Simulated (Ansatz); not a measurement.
# SnO: equation of state with PBE

The system is SnO.

```
CELL_PARAMETERS angstrom
3.81370 0.00000 0.00000
0.00000 3.81370 0.00000
0.00000 0.00000 4.88691
ATOMIC_POSITIONS crystal
Sn 0.50000 0.00000 0.76463
Sn 0.00000 0.50000 0.23537
O 0.00000 0.00000 0.00000
O 0.50000 0.50000 0.00000
```

The cell is a database's computed one.

* Program: Ansatz 0.2.0
* Task: equation of state
* Functional: PBE
* Potentials or basis: Ansatz NC
* Cutoff: 1240 eV
* Density cutoff: 4960 eV
* k mesh: 7 × 7 × 6
* Occupations: fermi-dirac, width 0.05 eV
* Spin: no spin polarisation

```yaml
Equilibrium_volume: 18.48 Å³/atom
Bulk_modulus_at_fixed_shape_and_positions: 85 GPa
Pressure_derivative_of_the_bulk_modulus: 4.4
```

Energy against volume, from the lowest point:
```tsv
volume (Å³/atom)	energy (meV/atom)
16.703	53.94
17.058	33.24
17.414	18.01
17.769	7.71
18.125	1.85
18.480	0.00
18.835	1.75
```

All runs of the series together: 3.8 min on 2 threads of Intel(R) Xeon(R) Processor @ 2.50GHz (Skylake/Cascade Lake), with other jobs on the host.

Caveat: the cell was scaled at fixed shape and fractional positions, which overstates the stiffness of a crystal with free parameters, most of all of layers and chains.
